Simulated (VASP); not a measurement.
Write the native input for VASP 6.6.1 that does the following.

- Task: relaxation of cell and atoms
- Functional: PBEsol
- Potentials or basis: VASP PAW PBE potentials, release 64 (Al, N)
- Cutoff: 600 eV
- k mesh: 12 × 12 × 6
- Occupations: gaussian, width 0.03 eV
- Spin: no spin polarisation
- Further INCAR settings: ALGO = Normal; EDIFF = 1e-06; IBRION = 2; EDIFFG = -0.01; NSW = 90; ISIF = 3

The structure of AlN lies in POSCAR:

```
AlN
1.0
    3.1130000000      0.0000000000      0.0000000000
   -1.5565000000      2.6959370820      0.0000000000
    0.0000000000      0.0000000000      4.9810000000
Al N
2 2
Direct
    0.3333333333      0.6666666667      0.0000000000
    0.6666666667      0.3333333333      0.5000000000
    0.3333333333      0.6666666667      0.3800000000
    0.6666666667      0.3333333333      0.8800000000
```

The input as run:

INCAR

```
PREC     = Accurate       # precision mode
ENCUT    = 600            # plane-wave cutoff, eV
EDIFF    = 1E-6           # SCF threshold, eV
ISMEAR   = 0              # smearing method
SIGMA    = 0.03           # smearing width, eV
LREAL    = False          # projectors in reciprocal space
LASPH    = True           # aspherical terms in the spheres
NELM     = 80             # most SCF steps
ALGO     = Normal         # electronic algorithm
ISIF     = 3              # what is computed and relaxed
LWAVE    = False          # write WAVECAR
LCHARG   = False          # write CHGCAR
GGA      = PS             # functional
IBRION   = 2              # ionic algorithm
NSW      = 90             # ionic steps
EDIFFG   = -0.01          # ionic threshold
```

KPOINTS

```
Automatic mesh
0
Gamma
  12 12 6
```

Potentials or basis: VASP PAW PBE potentials, release 64 (Al, N).

Launch:

```console
$ cat potpaw_PBE.64/Al/POTCAR potpaw_PBE.64/N/POTCAR > POTCAR
$ mpirun -np 1 vasp_std > vasp.out
```

Results of the run:

```json
{
  "Relaxed volume": "10.45 Å³/atom",
  "Relaxed cell": "a = 3.113 Å, b = 3.113 Å, c = 4.981 Å, α = 90.00°, β = 90.00°, γ = 120.00°",
  "Space group after relaxing (to 0.05 Å)": "P6_3mc (No. 186)",
  "Energy gained by relaxing": "0.3 meV/atom",
  "Ionic steps": "6",
  "Pressure after relaxing": "0.1 GPa",
  "Band gap on the k mesh": "4.12 eV, direct"
}
```

Caveat: the PAW data sets were made with another functional, which shifts forces and pressure a little.

Run time: 58 s on 1 thread of Intel(R) Xeon(R) Platinum 8559C (Emerald Rapids), with other jobs on the host, peak memory 0.19 GiB.
